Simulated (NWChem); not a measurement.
# C (Fd-3m) in NWChem: further runs

One crystal, C, is run at these levels: PBE, PBE+D3M; tasks: single point, relaxation of the atoms.

Everything below comes from runs of NWChem 7.2.2. Logs are shortened: lines on timing, memory, paths and dates and some standing lists are left out, and cuts for length are marked.

## Step 1: The undisturbed crystal

The structure is cubic, space group Fd-3m (No. 227). The conventional cell has a = 3.567 Å, b = 3.567 Å, c = 3.567 Å, α = 90.00°, β = 90.00°, γ = 90.00°. Around C (site symmetry -43m) lie 4 C at 1.54 Å.

This isn't the form of C at room conditions, which is graphite.

## Step 2: Single point, PBE (atoms moved at random, drawn with an rms of 0.05 Å)

The input, c.nw:

```
start c
title "C scf"
memory 1800 mb
geometry units angstrom nocenter noautosym noautoz print
  system crystal
    lattice_vectors
         0.0000000000    1.7833700000    1.7833700000
         1.7833700000    0.0000000000    1.7833700000
         1.7833700000    1.7833700000    0.0000000000
  end
  C  -0.2522240000 -0.2469370000 -0.2458370000
  C   0.4892810000  0.4986030000  0.4935990000
end
nwpw
  simulation_cell
    ngrid 30 30 30
  end
  xc pbe96
  cutoff 68.0
  ewald_ncut 8
  ewald_rcut 3.0
  pseudopotentials
    C library TM
  end
  monkhorst-pack 3 3 3
  smear 0.0018375 fermi orbitals 5
  scf pulay alpha 0.5 iterations 5 outer_iterations 1
  loop 10 10
  tolerances 1e-08 1e-08
end
set includestress .true.
task band gradient
```

Potentials or basis: NWChem's TM library (Troullier-Martins).

Command:

```bash
$ nwchem c.nw > c.out
```

c.out:

```text
Northwest Computational Chemistry Package (NWChem) 7.2.2
             --------------------------------------------------------

                                NWChem Input Module
                                -------------------

                                       C scf
                                       -----

                             Geometry "geometry" -> ""
                             -------------------------

 Output coordinates in angstroms (scale by  1.889725989 to convert to a.u.)

  No.       Tag          Charge          X              Y              Z
 ---- ---------------- ---------- -------------- -------------- --------------
    1 C                    6.0000     2.68794163     2.67851295     2.67655125
    2 C                    6.0000     1.76946328     1.75283871     1.76176269

      Lattice Parameters
      ------------------

      lattice vectors in angstroms (scale by  1.889725989 to convert to a.u.)

      a1=<   0.000   1.783   1.783 >
      a2=<   1.783   0.000   1.783 >
      a3=<   1.783   1.783   0.000 >
      a=       2.522 b=      2.522 c=       2.522
      alpha=  60.000 beta=  60.000 gamma=  60.000
      omega=    11.3

      reciprocal lattice vectors in a.u.

      b1=<  -0.932   0.932   0.932 >
      b2=<   0.932  -0.932   0.932 >
      b3=<   0.932   0.932  -0.932 >

      Atomic Mass
      -----------

      C                 12.000000

 ==============================================================================
                                internuclear distances
 ------------------------------------------------------------------------------
       center one      |      center two      | atomic units |  angstroms
 ------------------------------------------------------------------------------
    2 C                |   1 C                |     3.01013  |     1.59289
 ------------------------------------------------------------------------------
                         number of included internuclear distances:          1
 ==============================================================================

          **********************************************************
[... 12 lines left out ...]
          **********************************************************
          ================ input data ========================
 Generating 1d pseudopotential for C

 Generated formatted_filename: ./C.cpp
 random planewave guess, initial psi:c.movecs
-   spin, nalpha, nbeta: 1    9    0

 input psi filename:./c.movecs

 options:
      boundary conditions  = periodic    (version3)
      electron spin        = restricted
      exchange-correlation = PBE96 (White and Bird) parameterization

 elements involved in the cluster:
      1: C   core charge: 4.0  lmax=1
             comment    : i am here
             pseudpotential type            :   0
             highest angular component      :   1
             local potential used           :   1
[... 37 lines left out ...]
      weight=   0.074  ks=<   0.333   0.333  -0.000 >, k=<  -0.000   0.000   0.621>
      weight=   0.074  ks=<  -0.000   0.333  -0.000 >, k=<   0.311  -0.311   0.311>
      weight=   0.074  ks=<   0.333  -0.333   0.000 >, k=<  -0.621   0.621   0.000>
      weight=   0.074  ks=<   0.333  -0.000  -0.000 >, k=<  -0.311   0.311   0.311>
      weight=   0.037  ks=<   0.000   0.000   0.000 >, k=<   0.000   0.000   0.000>

 computational grids:
      density     cutoff=136.000  fft=  30x  30x  30(     5817 waves     5817 per task)
      wavefnc   1 cutoff= 68.000  fft=  30x  30x  30(     2030 waves     2030 per task)
      wavefnc   2 cutoff= 68.000  fft=  30x  30x  30(     2048 waves     2048 per task)
      wavefnc   3 cutoff= 68.000  fft=  30x  30x  30(     2063 waves     2063 per task)
      [... further points ...]

[... 8 lines left out ...]
      scf algorithm        = Johnson-Pulay mixing (15 histories)
      scf mixing type      = density
      scf mixing parameter = 0.5000
      Kerker damping       = 0.0000

[... 8 lines left out ...]
    iter.           Energy         DeltaE       DeltaRho        DeltaV
    ---------------------------------------------------------------------
       1   -0.1010654142E+02   -0.66286E+01    0.14836E+00    0.14836E+00
       2   -0.1163689851E+02   -0.15304E+01    0.57438E-01    0.27125E-01
       3   -0.1196450778E+02   -0.32761E+00    0.59498E-03    0.56773E-03
       4   -0.1203908742E+02   -0.74580E-01    0.12516E-03    0.55720E-03
       5   -0.1208877136E+02   -0.49684E-01    0.60334E-04    0.56163E-03
       6   -0.1210417210E+02   -0.15401E-01    0.25144E-02    0.41175E-03
[... 10 lines left out ...]
      17   -0.1211057104E+02   -0.19880E-07    0.66879E-09    0.42269E-08
      18   -0.1211057105E+02   -0.32717E-08    0.15227E-08    0.29019E-08
    - Writing fractional density.
      Filename:./c.rho
  *** tolerance ok.    iteration terminated.

          =============  summary of results  =================

 number of electrons: spin up=    4.00000  down=    4.00000 (real space)

 total     energy    :  -0.1211057105E+02 (   -0.60553E+01/ion)
 total orbital energy:   0.1326471104E+01
 hartree   energy    :   0.1003078628E+01
 exc-corr  energy    :  -0.4405135291E+01
 ion-ion   energy    :  -0.1278391587E+02 (   -0.63920E+01/ion)
 smearing  energy    :   0.0000000000E+00

 K.S. kinetic energy :   0.8459324937E+01
 K.S. V_l  energy    :  -0.5652820770E+01
 K.S. V_nl energy    :   0.1268934284E+01
 K.S. V_Hart energy  :   0.2006157256E+01
 K.S. V_xc energy    :  -0.4755029622E+01
 K.S. V_so energy    :   0.0000000000E+00
 Virial Coefficient  :  -0.8431829851E+00

 Fermi energy =     0.5656970E+00 (  15.394eV)

 Brillouin zone point:      1
    weight=  0.074074
    k     =<   0.333   0.333   0.333> . <b1,b2,b3>
          =<   0.311   0.311   0.311>
[... 183 lines left out ...]
 orbital energies:
     0.7152224E+00 (  19.462eV) occ=0.000
     0.7082922E+00 (  19.274eV) occ=0.000
     0.6707908E+00 (  18.253eV) occ=0.000
     0.5242510E+00 (  14.266eV) occ=1.000
     0.4805326E+00 (  13.076eV) occ=1.000
     0.4731716E+00 (  12.876eV) occ=1.000
    -0.2962621E+00 (  -8.062eV) occ=1.000

 Total BAND energy   :  -0.1211057105E+02

 Total PSPW energy (charge correction - E + 0.5*q**2*mandelung/rs) :  -0.1211057105E+02

========================
= Gradient calculation =
========================

Translation force removed: (   -0.00001   -0.00012   -0.00009)

          =============  Ion Gradients =================
 Ion Forces:
        1 C    (   -0.02041   -0.02643   -0.01685 )
        2 C    (    0.02041    0.02643    0.01685 )
        C.O.M. (   -0.00000   -0.00000    0.00000 )
          ===============================================
          |F|       =   0.529067E-01
          |F|/nion  =   0.264533E-01
          max|Fatom|=   0.374107E-01 (   1.924eV/Angstrom)

 Generated formatted_stress_filename: ./C.cpp2

======================
= Stress calculation =
======================

          ============= total gradient ==============
      S =  (    0.00320   -0.00187   -0.00254 )
           (   -0.00199    0.00293   -0.00226 )
           (   -0.00238   -0.00199    0.00331 )
          ===================================================
          |S|      = 0.76426E-02

       dE/da     =    -0.00309
       dE/db     =    -0.00273
       dE/dc     =    -0.00339
       dE/dalpha =    -0.00887
       dE/dbeta  =    -0.01046
       dE/dgamma =    -0.00822

 output psi filename:./c.movecs
```

Wall time 55 s (1 thread of Arm Neoverse V1, shared host); peak memory 0.16 GiB.

The run converged, but some of its settings lie outside the range that counts as converged, so its numbers aren't taken as properties of the crystal.

What came out:

```
Free energy   : -329.5454 eV
Largest force : 1.923 eV/Å
```

Caveat: the k mesh is coarse (spacing up to 1.02 Å⁻¹), so the values aren't converged; the cutoff wasn't shown to be converged; the sharp model cores of these files make energy and pressure jump with the FFT grid, by tens of meV per atom and several GPa.

## Step 3: Relaxation of the atoms, PBE+D3M (cell strained at random)

The input, run.py:

```python
from ase.io import read
from ase.calculators.nwchem import NWChem
from ase.optimize import BFGS

atoms = read("C.cif")
atoms.calc = NWChem(
    label="nwchem",
    theory="pspw",
    memory="1800 mb",
    center=False, autosym=False, autoz=False,
    nwpw={
        "xc": "pbe96-grimme5",
        "cutoff": "68.0",
        "ewald_ncut": "8",
        "ewald_rcut": "3.0",
        "cg": "stiefel",
        "loop": "10 80",
        "tolerances": "1e-09 1e-09"
    },
    set={},
)
opt = BFGS(atoms, trajectory="opt.traj")
opt.run(fmax=0.03, steps=25)
print(atoms.get_scaled_positions().round(5))
```

The input, C.cif:

```cif
data_C
_cell_length_a 2.48180405
_cell_length_b 5.03219182
_cell_length_c 2.52376636
_cell_angle_alpha 60.17477658
_cell_angle_beta 89.32917184
_cell_angle_gamma 60.65959065
_space_group_name_H-M_alt 'P1'
_space_group_name_Hall 'P 1'
_space_group_IT_number 1
loop_
_space_group_symop_operation_xyz
'x,y,z'
loop_
_atom_site_label
_atom_site_type_symbol
_atom_site_symmetry_multiplicity
_atom_site_Wyckoff_symbol
_atom_site_fract_x
_atom_site_fract_y
_atom_site_fract_z
_atom_site_occupancy
C1 C 1 a 0.8750000000 0.1250000000 0.6250000000 1
C2 C 1 a 0.8750000000 0.6250000000 0.6250000000 1
C3 C 1 a 0.1250000000 0.3750000000 0.3750000000 1
C4 C 1 a 0.1250000000 0.8750000000 0.3750000000 1
```

Potentials or basis: NWChem's default library (pspw_default).

Command:

```bash
$ ASE_NWCHEM_COMMAND="nwchem PREFIX.nwi > PREFIX.nwo" python run.py
```

Run time: 13 s. Hardware: 1 thread of Arm Neoverse V1, shared host; peak memory 0.09 GiB.

These settings aren't checked as converged (typed here: ngrid = left out; minimizer = stiefel): the numbers below hold their error.

What came out:

```
Free energy                  : -597.9329 eV
Energy gained by relaxing    : 1.0 meV/atom
Ionic steps                  : 3
Largest force after relaxing : 0.023 eV/Å
```

Caveat: the k mesh is coarse (spacing up to 3.05 Å⁻¹), so the values aren't converged; the cutoff wasn't shown to be converged; potentials of this library can shift pressures by several GPa and gaps by up to half an eV, enough to turn an indirect gap into a direct one; the cell run is far too small for the Γ point alone.
